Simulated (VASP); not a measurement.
Here is a VASP 6.6.1 calculation.

File INCAR:

```
PREC     = Accurate       # precision mode
ENCUT    = 520            # plane-wave cutoff, eV
EDIFF    = 1E-6           # SCF threshold, eV
ISMEAR   = 0              # smearing method
SIGMA    = 0.1            # smearing width, eV
LREAL    = F              # projectors in reciprocal space
LASPH    = T              # aspherical terms in the spheres
NELM     = 100            # most SCF steps
ALGO     = Fast           # electronic algorithm
ISIF     = 2              # what is computed and relaxed
LWAVE    = F              # write WAVECAR
LCHARG   = F              # write CHGCAR
LDIPOL   = T            
IDIPOL   = 3            
DIPOL    = 0.5 0.5 0.500
GGA      = PE             # functional
IVDW     = 12             # dispersion correction
NBANDS   = 96             # bands
```

Contents of KPOINTS:

```
Automatic mesh
0
Gamma
  3 3 1
```

POSCAR

```
Pb
1.0
    7.0141808633      0.0000000000      0.0000000000
   -3.5070904316      6.0744588143      0.0000000000
    0.0000000000      0.0000000000     21.7270546929
Pb
12
Direct
    0.3333333333      0.1666666667      0.3682045318
    0.3333333333      0.6666666667      0.3682045318
    0.8333333333      0.1666666667      0.3682045318
    0.8333333333      0.6666666667      0.3682045318
    0.6666666667      0.3333333333      0.5000000000
    0.6666666667      0.8333333333      0.5000000000
    0.1666666667      0.3333333333      0.5000000000
    0.1666666667      0.8333333333      0.5000000000
    0.0000000000      0.5000000000      0.6317954682
    0.0000000000      0.0000000000      0.6317954682
    0.5000000000      0.5000000000      0.6317954682
    0.5000000000      0.0000000000      0.6317954682
```

Potentials or basis: VASP PAW PBE potentials, release 64 (Pb_d).

Run with:

```bash
$ cat potpaw_PBE.64/Pb_d/POTCAR > POTCAR
$ mpirun -np 1 vasp_std > vasp.out
```

Question: What does it give for the largest force?

Answer: 0.008 eV/Å.

Question: Estimate the band gap on the k mesh.

Answer: None (metal or under the smearing width).

Question: Estimate the dispersion energy per atom.

Answer: -0.287 eV.

Forces on the atoms (eV/Å):
```
Pb   0.000  0.000  0.008
Pb   0.000  0.000  0.008
Pb   0.000  0.000  0.008
Pb   0.000  0.000  0.008
Pb   0.000  0.000  0.000
Pb   0.000  0.000  0.000
Pb   0.000  0.000  0.000
Pb   0.000  0.000  0.000
Pb   0.000  0.000 -0.008
Pb   0.000  0.000 -0.008
Pb   0.000  0.000 -0.008
Pb   0.000  0.000 -0.008
```

The run has no spin-orbit coupling, so splittings on Pb are missing.
